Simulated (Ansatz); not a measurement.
Response to strain in InN

The parent structure is InN in the zinc blende structure (space group F-43m, No. 216; a = 5.049 Å). Axes: x, y, z lie along the cube axes.

Strains are applied to the cell and any free atomic positions relax; under biaxial strain the out-of-plane vector relaxes too; under stress the whole cell relaxes.

All numbers come from PBE (Ansatz, a program for electronic structure), without spin-orbit coupling.

Candidates:
(a) tensor shear ε_xz = +2.90 %
(b) strain tensor (xx, yy, zz, yz, xz, xy) = (+0.25, +0.51, −0.16, −0.47, −0.78, −0.06) %
(c) biaxial strain −3.74 %, plane normal [110], relaxed out of plane
(d) tensor shear ε_xy = −0.77 %
(e) uniaxial stress, 3 GPa compression along z

Notes on the quantities. energy relative to the base: free energy F.

Q: Order them by energy relative to the base, highest first.

A: (c) biaxial strain −3.74 %, plane normal [110], relaxed out of plane (+32 meV/atom), (a) tensor shear ε_xz = +2.90 % (+13 meV/atom), (e) uniaxial stress, 3 GPa compression along z (+7.2 meV/atom), (b) strain tensor (xx, yy, zz, yz, xz, xy) = (+0.25, +0.51, −0.16, −0.47, −0.78, −0.06) % (+1.6 meV/atom), (d) tensor shear ε_xy = −0.77 % (+0.9 meV/atom)

Beyond what the load breaks, stability against distortions was not tested. All final runs are without spin polarisation. This is not the structure that InN has at room temperature and ambient pressure.
